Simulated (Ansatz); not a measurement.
Starting cell, RuO2 (rutile):

```yaml
crystal:
  lattice:
    - [4.52339, 0.00000, 0.00000]
    - [0.00000, 4.52339, 0.00000]
    - [0.00000, 0.00000, 3.11902]
  atoms:
    - { symbol: Ru, position: [0.50000, 0.50000, 0.50000] }
    - { symbol: Ru, position: [0.00000, 0.00000, 0.00000] }
    - { symbol: O, position: [0.80567, 0.80567, 0.50000] }
    - { symbol: O, position: [0.30567, 0.69433, 0.00000] }
    - { symbol: O, position: [0.69433, 0.30567, 0.00000] }
    - { symbol: O, position: [0.19433, 0.19433, 0.50000] }
```

In each cell atom 1 (Ru, nearest neighbour O at 1.955 Å; its periodic images, 3.1 Å or more away, move with it) moves by s·(0.707, 0.707, 0.000) (along Cartesian [110]), the rest being held.

Calculation: PBE (plane waves to 420 eV, PAW, scalar-relativistic; Ansatz, a first-principles code). k mesh 8×8×12 (Γ-centred), Fermi-Dirac smearing 0.05 eV. E stands for the smeared free energy. With partly filled bands, energies and forces of such displacements shift with the k mesh and the smearing. RuO2 is run without spin polarisation and with no Hubbard U. RuO2 was relaxed with its symmetry unable to fall. The zero of ΔE is the undisplaced structure. The last digit holds for this mesh only.

```tsv
s (Å)	ΔE (meV/cell)
-0.200	509.3
-0.160	316.0
-0.120	173.6
-0.080	75.9
-0.040	18.8
0.000	0.0
0.040	18.8
0.080	75.9
0.120	173.6
0.160	316.0
0.200	509.3
```

Task: What force constant k = d²E/ds² at s = 0 does the table give?

Result: 23 eV/Å². It is the second difference of the nearest points, corrected with the next pair.

Task: With k = 23.42 eV/Å² from the forces, is the well harmonic out to s = 0.200 Å?

Result: ½ks² = 468 meV/cell against the computed 509 meV/cell, so the well is stiffer than harmonic there.

(For displaced atoms, the force is minus the slope of the energy, and its curvature is a force constant, which sets phonon frequencies.)
